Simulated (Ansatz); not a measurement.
Level of theory: Ansatz 0.2.0, DFT PBE, scalar-relativistic, plane waves, PAW. All cells share a 420 eV cutoff and Γ-centred k meshes spaced at most about 0.3 Å⁻¹ (about 0.25 or finer for metals, 2π included). No spin polarisation in the final relaxations.

These are static total energies at zero pressure.

Two forms of MgSnN were relaxed alike.

A.

```yaml
crystal:
  lattice:
    - [3.94155, 0.00000, 0.00000]
    - [0.00000, 3.94155, 0.00000]
    - [0.00000, 0.00000, 7.34112]
  atoms:
    - { symbol: Mg, position: [0.50000, 0.50000, 0.00000] }
    - { symbol: Mg, position: [0.50000, 0.50000, 0.50000] }
    - { symbol: Sn, position: [0.00000, 0.00000, 0.75000] }
    - { symbol: Sn, position: [0.00000, 0.00000, 0.25000] }
    - { symbol: N, position: [0.50000, 0.00000, 0.50000] }
    - { symbol: N, position: [0.00000, 0.50000, 0.00000] }
```

B.

```yaml
crystal:
  lattice:
    - [3.11845, 0.00000, 0.00000]
    - [0.00000, 3.11845, 0.00000]
    - [0.00000, 0.00000, 4.79237]
  atoms:
    - { symbol: Mg, position: [0.00000, 0.00000, 0.00000] }
    - { symbol: Sn, position: [0.50000, 0.50000, 0.50000] }
    - { symbol: N, position: [0.50000, 0.50000, 0.00000] }
```

Question: Which is lower in energy, and by how much?

Answer: B is lower, by 0.45 eV/atom. A has space group P4_2/mmc (No. 131), 19.0 Å³/atom and no gap on its mesh; B has space group P4/mmm (No. 123), 15.5 Å³/atom and no gap. Counting N atoms around Mg and Sn (those within 1.25 times the shortest such distance or 1.15 times the sum of covalent radii; the shortest distance is added where it is long for a bond), A has Mg 2, Sn 4 from 2.7 Å and B has Mg 4, Sn 2. The denser one is the lower, and pressure would at first widen the difference. In A, around Mg lie 2 N at 1.97 Å; Sn has 4 N at 2.69 Å; around N lie 2 Mg at 1.97 Å and 4 Sn at 2.69 Å. In B, around Mg lie 4 N at 2.21 Å; Sn has 2 N at 2.40 Å; around N lie 4 Mg at 2.21 Å and 2 Sn at 2.40 Å. Both come from invented guesses.

In P4/mmm an odd number of electrons in the primitive cell allows no gap without spin; a larger cell or a magnetic state could open one. With atoms moved at random, P4/mmm came back. Other cells relaxed within their symmetry can be saddle points.

B lies 0.45 eV/atom below A, probably because it bonds Mg to N much better. In A, each Mg has only two N neighbours at 1.97 Å, a low coordination for an ionic Mg²⁺ centre, while the Sn–N contacts at 2.69 Å are weak. B gives Mg four N at a more usual 2.21 Å. Its Sn–N distance of 2.40 Å is shorter than in A but still long for a full bond, so the gain can't be put down to strong Sn–N bonding.

With Mg²⁺ and N³⁻, charge balance leaves tin formally at +1, an unusual state with one 5p electron beyond the 5s pair. B's flat square net of tin, with neighbours one in-plane lattice constant apart, lets these 5p states overlap, which suggests that delocalised Sn–Sn bonding also helps to stabilise it. The energy order says nothing about whether B would survive decomposition into tin and competing nitrides such as MgSnN₂, where tin reaches its familiar +4 state.
